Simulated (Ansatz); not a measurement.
**AlAs: from a first guess to the relaxed zincblende type**

First guess:

```yaml
crystal:
  lattice:
    - [0.00000, 2.89297, 2.89297]
    - [2.89297, 0.00000, 2.89297]
    - [2.89297, 2.89297, 0.00000]
  atoms:
    - { symbol: Al, position: [0.00000, 0.00000, 0.00000] }
    - { symbol: As, position: [0.25000, 0.25000, 0.25000] }
```

All numbers below come from DFT, PBE, PAW with Ansatz's default frozen-core files, scalar-relativistic (Ansatz 0.2.0).

Cell and atoms relax within the symmetry of the start on a 11×11×11 k mesh with 0.08 eV Fermi–Dirac smearing.

The start is built from a prototype, known or not as a phase of this compound; the cutoff is 420 eV.

What is the pressure of the first guess?

-1.88 GPa.

What does it relax to?

a = 5.729 Å, b = 5.729 Å, c = 5.729 Å, α = 90.00°, β = 90.00°, γ = 90.00° (conventional cell), 23.50 Å³ per atom:
```xyz
2
Lattice="0.0000 2.8643 2.8643 2.8643 0.0000 2.8643 2.8643 2.8643 0.0000" Properties=species:S:1:pos:R:3 pbc="T T T"
Al    0.0000    0.0000    0.0000
As    1.4321    1.4321    1.4321
```

How much energy does the relaxation release?

4 meV/atom.
